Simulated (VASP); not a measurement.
A run of VASP 6.6.1:

The input INCAR:

```
ALGO     = Fast           # electronic algorithm
EDIFF    = 1E-7           # SCF threshold, eV
ENCUT    = 520            # plane-wave cutoff, eV
GGA      = CA             # functional
ISIF     = 2              # what is computed and relaxed
ISMEAR   = 0              # smearing method
LASPH    = True           # aspherical terms in the spheres
LCHARG   = True           # write CHGCAR
LELF     = True           # ELF
LREAL    = False          # projectors in reciprocal space
LVHAR    = True         
LWAVE    = False          # write WAVECAR
NBANDS   = 16             # bands
NELM     = 100            # most SCF steps
PREC     = Accurate       # precision mode
SIGMA    = 0.03           # smearing width, eV
```

The input KPOINTS:

```
k-points
0
Gamma
  14 14 14
```

POSCAR

```
GaN
1.0
    0.0133452188      2.1352350000      2.1352350000
    2.1485802188      0.0000000000      2.1485802188
    2.1352350000      2.1352350000      0.0133452188
Ga N
1 1
Direct
    0.0000000000      0.0000000000      0.0000000000
    0.5000000000      0.5000000000      0.5000000000
```

Potentials or basis: VASP PAW LDA potentials, release 64 (Ga_d, N).

Command:

```console
$ cat potpaw_LDA.64/Ga_d/POTCAR potpaw_LDA.64/N/POTCAR > POTCAR
$ mpirun -np 1 vasp_std > vasp.out
```

Hardware: 1 thread of AMD EPYC 9R45 (Zen 5) (shared host).

Question: Estimate the wall time of this run.

Answer: Run time: 92 s on 1 thread of AMD EPYC 9R45 (Zen 5) (shared host), peak memory 0.2 GiB. Counts: scf iterations 14, k points 428.
